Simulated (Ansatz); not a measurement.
A single-point run of Ansatz (plane waves, PAW) on TiO2 built on the fluorite prototype, with the lines that name the functional removed. The cell was relaxed with r2SCAN and then strained (uniaxial -1.78 % along x, other directions held), with the atoms relaxed again with r2SCAN; k points keep the names of the unstrained zone.

```
Ti O
1.0
     0.00000    2.39683    2.39683
     2.35416    0.00000    2.39683
     2.35416    2.39683    0.00000
Ti O
1 2
Direct
  0.00000 0.00000 0.00000
  0.25000 0.25000 0.25000
  0.75000 0.75000 0.75000
```

```
scf.n_extra_bands = 4 over 12 filled bands (N_el = 24.0): the run solves 16 bands
Pseudopotential: Ti, paw, valence charge 12, recommended cutoff 420 eV
Pseudopotential: O, paw, valence charge 6, recommended cutoff 420 eV
Crystal: 3 atoms, lattice volume = 27.048 Å³
Basis set: ecut = 420 eV, 535 PW (Γ)
Symmetry: 16 space group operations
Space group: I4/mmm (ITA 139)
k-points: 102 of 1000
preconditioner: auto → none  [insulator: Δε(μ)=1.002 eV  σ=0.020 eV  ℏωp=28.6 eV]
SCF converged after 6 iterations
Free energy (F): -3637.786500 eV
Fermi energy:    13.197640 eV
--- Per-component energies (eV) ---
  E_band       = -131.701396
  E_kinetic    = 626.450826
  E_local      = -1275.774737
  E_nonlocal   = 98.883498
  E_hartree    = 485.153350
  E_xc         = -247.591460
  E_vxc        = -313.770932
  E_paw        = -1360.982675
  E_vpaw       = -237.803843
  E_ewald      = -1963.930375
--- Stress (GPa, compression-positive) ---
       17.694224       0.000000       0.000000
        0.000000       7.707030       0.000000
        0.000000       0.000000       7.707030
  P = ⅓ Tr σ = 11.0361 GPa (110.361 kbar)
--- Band table (eV; the first three rows and the last of 102) ---
  k-point 0: bands = […, 6.3782, 6.4350, 6.4350, 11.5857, 11.5857, 11.8758, 13.6827, 13.7755, 18.0588, 18.1229]
  k-point 1: bands = […, 6.4928, 6.5282, 6.7000, 11.3004, 11.3087, 11.5728, 13.9150, 14.0023, 17.7944, 17.9850]
  k-point 2: bands = […, 6.7652, 6.7806, 7.4112, 10.6913, 10.7628, 10.9638, 14.2588, 14.3161, 17.0152, 17.7804]
  k-point 101: bands = […, 6.0013, 6.8870, 8.7776, 9.6555, 10.4149, 12.2569, 14.4296, 14.8721, 15.7576, 16.0966]
```

The file bands.tsv (bands near the Fermi energy, numbered from 0, rounded):
```tsv
# k_distance	band_7	band_8	band_9	band_10	band_11	band_12	band_13	band_14	band_15
# fermi_ev = 13.197640
# [0, 0, 0] at k_distance = 0.000000
# [0.5, 0, 0.5] at k_distance = 1.310730
# [0.625, 0.25, 0.625] at k_distance = 1.778361
# [0.375, 0.375, 0.75] at k_distance = 2.590742
# [0.5, 0.5, 0.5] at k_distance = 3.395839
# [0.5, 0.25, 0.75] at k_distance = 4.322665
# levels_relative_to = fermi_ev
0.000	-6.763	-6.763	-1.612	-1.612	-1.322	0.485	0.578	4.861	4.925
1.311	-5.394	-5.250	-2.909	-2.586	-0.694	1.180	1.337	2.349	3.600
1.778	-5.562	-5.081	-3.507	-2.560	-1.143	1.278	1.425	2.639	3.178
2.591	-5.562	-5.081	-3.507	-2.560	-1.143	1.278	1.425	2.639	3.178
3.396	-5.632	-4.070	-3.951	-3.231	-3.190	0.877	0.914	2.352	4.479
4.323	-6.583	-3.981	-3.981	-2.768	-0.968	1.236	1.709	2.706	2.706
```
In order the rows are Γ, X, U, K, L, W.

Task: Which functional gave these numbers?
A. HSE06
B. PBE
C. LDA
D. r2SCAN

Result: B. PBE. There is no exchange loop, so no exact exchange. The PBE gap is indirect, 0.97 eV (X (0, -1/2, -1/2) to Γ), below the direct gap of 1.75 eV at X (0, -1/2, -1/2). Within one family of functionals the choice rests on the size of the gap and stress, not on a line of the log.

Run as `ansatz run input.yaml --threads 4 --pin off --max-ram 3686MiB --backend cpu --events-out ev --progress --plain --runs-dir out`.

All values are calculated for a non-magnetic cell, which may be hypothetical.
